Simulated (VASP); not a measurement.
Runs of VASP 6.6.1 on CdTe. Symmetry: F-43m, No. 216, cubic system. The conventional cell has a = 6.495 Å, b = 6.495 Å, c = 6.495 Å, α = 90.00°, β = 90.00°, γ = 90.00°. Cd (site symmetry -43m) has 4 Te at 2.81 Å as nearest neighbours. Te (site symmetry -43m) has 4 Cd at 2.81 Å as nearest neighbours. The cell is a database's computed one.

| level | k mesh | cutoff (eV) | smearing | gap on the mesh (eV) | pressure (GPa) |
| --- | --- | --- | --- | --- | --- |
| r2SCAN | 10 × 10 × 10 | 520 | gaussian 0.02 eV | 1.25 | (a) |
| PBEsol | 14 × 14 × 14 | 520 | gaussian 0.02 eV | 0.64 | 0.0 |
| PBEsol | 10 × 10 × 10 | 520 | gaussian 0.5 eV | 0.64 | 0.0 |
| PBEsol | 10 × 10 × 10 | 700 | gaussian 0.02 eV | 0.64 | 0.0 |
| PBEsol | 10 × 10 × 10 | 900 | gaussian 0.02 eV | 0.64 | 0.0 |

Alike in all rows: task single point; potentials or basis VASP PAW PBE potentials, release 64 (Cd, Te); no spin polarisation; cell as given.

Task: Estimate the missing entries.

Result: (a) 1.3.

Caveats: the PAW data sets were made with another functional, which shifts forces and pressure a little; spin-orbit coupling is left out, which moves the levels of the heavy elements.

A k mesh can miss the band edges, and the runs leave out spin-orbit coupling on Cd, Te.
